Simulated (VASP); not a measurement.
# Cu (P-1) in VASP: notebook

One crystal, Cu, is run at these levels: LDA, LDA+U; tasks: single point.

Program: VASP 6.6.1. These are calculated values, not measurements. Logs are shortened: lines on timing, memory, paths and dates and some standing lists are left out, and cuts for length are marked.

## 1. The cell of the first run

The typed cell holds 1 atom: a = 2.559 Å, b = 2.484 Å, c = 2.583 Å, α = 61.04°, β = 60.70°, γ = 60.54°.

## 2. Single point, LDA, collinear spin, typed start (cell strained at random at fixed volume)

File INCAR:

```
PREC = Accurate
ENCUT = 520
EDIFF = 1E-6
ISMEAR = 0
SIGMA = 0.15
LREAL = False
LASPH = True
NELM = 150
ALGO = Normal
ISIF = 2
LWAVE = False
LCHARG = False
ISPIN = 2
MAGMOM = 1
LORBIT = 11
NUPDOWN = 1.0
LMAXMIX = 4
GGA = CA
NBANDS = 16
```

File KPOINTS:

```
regular mesh
0
Gamma
  13 13 13
```

File POSCAR:

```
Cu
1.0
   -0.0261700000      1.8245110000      1.7942200000
    1.7539100000      0.0087630000      1.7592870000
    1.8083820000      1.8440500000     -0.0457090000
Cu
1
Direct
   -0.0001520000     -0.0000970000      0.0019400000
```

Potentials or basis: VASP PAW LDA potentials, release 64 (Cu).

On the command line:

```console
$ cat potpaw_LDA.64/Cu/POTCAR > POTCAR
$ mpirun -np 1 vasp_std > vasp.out
```

OUTCAR:

```text
PREC = Accurate
   ENCUT = 520
   EDIFF = 1E-6
   ISMEAR = 0
   LREAL = False
   LASPH = True
   NELM = 150
   ISIF = 2
   ISPIN = 2
   LORBIT = 11
   NUPDOWN = 1.0
   GGA = CA

 ion  position               nearest neighbor table
   1  1.000  1.000  0.002-

  Warning from LATTYP: Got some problem with cell dimensions!
  Tried to take original basis but could not verify dimensions!
  LATTYP: Found a triclinic cell.
 ALAT       =     2.5747341865
 B/A-ratio  =     1.0091630795
 C/A-ratio  =     0.9648467017
 COS(alpha) =     0.0029672148
 COS(beta)  =     0.4790151605
 COS(gamma) =     0.5167198206

  Lattice vectors:

 A1 = (   0.0544720000,   1.8352870000,  -1.8049960000)
 A2 = (   1.8345520000,   0.0195390000,  -1.8399290000)
 A3 = (  -1.7539100000,  -0.0087630000,  -1.7592870000)

Analysis of symmetry for initial positions (statically):
=====================================================================
 Subroutine PRICEL returns:
 Original cell was already a primitive cell.

 Routine SETGRP: Setting up the symmetry group for a
 triclinic supercell.

 Subroutine GETGRP returns: Found  2 space group operations
 (whereof  1 operations were pure point group operations)
 out of a pool of  2 trial point group operations.

The static configuration has the point symmetry C_1 .
 The point group associated with its full space group is S_2 .

Analysis of symmetry for dynamics (positions and initial velocities):
=====================================================================
 Subroutine PRICEL returns:
 Original cell was already a primitive cell.

 Routine SETGRP: Setting up the symmetry group for a
 triclinic supercell.

 Subroutine GETGRP returns: Found  2 space group operations
 (whereof  1 operations were pure point group operations)
 out of a pool of  2 trial point group operations.

The dynamic configuration has the point symmetry C_1 .
 The point group associated with its full space group is S_2 .

Analysis of structural, dynamic, and magnetic symmetry:
=====================================================================
 Subroutine PRICEL returns:
 Original cell was already a primitive cell.

 Routine SETGRP: Setting up the symmetry group for a
 triclinic supercell.

 Subroutine GETGRP returns: Found  2 space group operations
 (whereof  1 operations were pure point group operations)
 out of a pool of  2 trial point group operations.

The overall configuration has the point symmetry C_1 .
 The point group associated with its full space group is S_2 .

 Subroutine INISYM returns: Found  2 space group operations
[... 106 lines left out ...]
   NELECT =      11.0000    total number of electrons
   NUPDOWN=       1.0000    fix difference up-down
   EMIN   =  10.00;   EMAX   =-10.00  energy-range for DOS
   EFERMI =   0.00;   METHOD = LEGACY
   ISMEAR =     0;   SIGMA  =   0.15  broadening in eV -4-tet -1-fermi 0-gaus
   EFERMI_NEDOS =   21; number of points for ismear=-14 and -15
   IALGO  =     38    algorithm
   IMIX   =      4    mixing-type and parameters
     AMIX     =   0.40;   BMIX     =  1.00
     AMIX_MAG =   1.60;   BMIX_MAG =  1.00
  volume/ion in A,a.u.               =      11.81        79.70
  Fermi-wavevector in a.u.,A,eV,Ry     =   1.598763  3.021224 34.777085  2.556044
  Thomas-Fermi vector in A             =   2.696162
   LORBIT       =     11    0 simple, 1 ext, 2 COOP (PROOUT), +10 PAW based schemes
   GGA     = CA    functional components
   LHFCALC =     F    Hartree Fock is set to
   AEXX    =    0.0000 exact exchange contribution
   IVDW    =     0    specifies the selected vdW correction
   LEPSILON=     F    determine dielectric tensor
   LRPA    =     F    only Hartree local field effects (RPA)
 spin polarized calculation
 Gauss-broadening in eV      SIGMA  =   0.15
  energy-cutoff  :      520.00
  volume of cell :       11.81
 maximum number of plane-waves:       329
   NGX =  9   NGY =  9   NGZ =  9

 number of electron      10.9999991 magnetization       0.9999999

 Free energy of the ion-electron system (eV)
  ---------------------------------------------------
  ext. energy  EPLUGINS =         0.00000000
  ---------------------------------------------------
  free energy    TOTEN  =        -3.19458241 eV

  energy without entropy =       -3.17335815  energy(sigma->0) =       -3.18397028

 E-fermi :   5.3881     XC(G=0): -13.1481

 val. band max:       11.0354726723   @ k =  -0.4615  -0.3077   0.3077
 cond. band min:       5.3882402943   @ k =   0.4615   0.4615   0.4615
 fundamental gap:     -5.6472323781
 Fermi energy:        11.0519537298

 spin component 1

 k-point     1 :       0.0000    0.0000    0.0000
  band No.  band energies     occupation
      1      -2.3388      1.00000
      2       3.2449      1.00000
      3       3.3072      1.00000
      4       3.5031      1.00000
      5       4.1721      1.00000
      6       4.2467      1.00000
[... 435 lines left out ...]
      5       4.0393      1.00000
      6       4.3850      1.00000
[... 8 lines left out ...]
     15      44.1909      0.00000
     16      46.0782      0.00000

 [... further k-points ...]

 spin component 2

 k-point     1 :       0.0000    0.0000    0.0000
  band No.  band energies     occupation
      1      -1.6753      1.00000
      2       3.8930      1.00000
      3       3.9538      1.00000
      4       4.1427      1.00000
      5       4.7525      1.00000
      6       4.8275      1.00000
[... 435 lines left out ...]
      5       4.6461      1.00000
      6       4.9682      0.99996
[... 8 lines left out ...]
     15      44.8364      0.00000
     16      46.7388      0.00000

 [... further k-points ...]
[... 5 lines left out ...]
  --------------------------------------------------------------------------------------
  -------------------------------------------------------------------------------------
  Total        0.1929587     -0.0060948      0.1706262     -0.0551777      0.0306089      0.1061319
  in kB       26.1764120     -0.8268084     23.1468331     -7.4853084      4.1523445     14.3976581
  external PRESSURE =      16.1654789 kB  Pullay stress =       0.0000000 kB

 VOLUME and BASIS-vectors are now :
 -----------------------------------------------------------------------------
  energy-cutoff  :      520.00
  volume of cell :       11.81
      direct lattice vectors                 reciprocal lattice vectors
    -0.026170000  1.824511000  1.794220000    -0.274725026  0.276166016  0.272509788
     1.753910000  0.008763000  1.759287000     0.287206751 -0.274625555  0.283451052
     1.808382000  1.844050000 -0.045709000     0.270449304  0.270349833 -0.270969327

 POSITION                                       TOTAL-FORCE (eV/Angst)
 -----------------------------------------------------------------------------------
      1.73108      1.83657      3.55297        -0.000000     -0.000000      0.000000
 -----------------------------------------------------------------------------------
    total drift:                                0.000005     -0.000023     -0.000005

  FREE ENERGIE OF THE ION-ELECTRON SYSTEM (eV)
  ---------------------------------------------------
  free  energy   TOTEN  =        -3.1945824113 eV

  energy  without entropy=       -3.1733581514  energy(sigma->0) =       -3.18397028

 total charge

# of ion       s       p       d       tot
------------------------------------------
    1        0.474   0.467   9.026   9.967

 magnetization (x)

# of ion       s       p       d       tot
------------------------------------------
    1        0.091   0.199   0.514   0.805
```

stdout:

```text
POSCAR found type information on POSCAR Cu
 POSCAR found :  1 types and       1 ions
 scaLAPACK will be used
 LDA part: xc-table for (Slater(with rela. corr.)+CA(PZ))
 , standard interpolation
 POSCAR, INCAR and KPOINTS ok, starting setup
 FFT: planning ... GRIDC
 FFT: planning ... GRID_SOFT
 FFT: planning ... GRID
 WAVECAR not read
 entering main loop
```

Run time: 4.6 min. Hardware: 1 thread of Intel Xeon Platinum 8259CL at 2.50GHz (Skylake/Cascade Lake), shared host; peak memory 0.38 GiB.

What came out:

```yaml
Free_energy: -3.1946 eV
Pressure: 1.6 GPa
Net_moment: 1.00 μB per cell
Site_moments: Cu +0.81 μB
Valence_electrons_inside_the_program's_atomic_spheres: Cu 9.97
```

Stress tensor (GPa, compression positive):
```
 2.62 -0.75  1.44
-0.75 -0.08  0.42
 1.44  0.42  2.31
```

Caveat: the total moment is fixed, so each spin has its own Fermi level.

(Continued in part 2 of 2.)
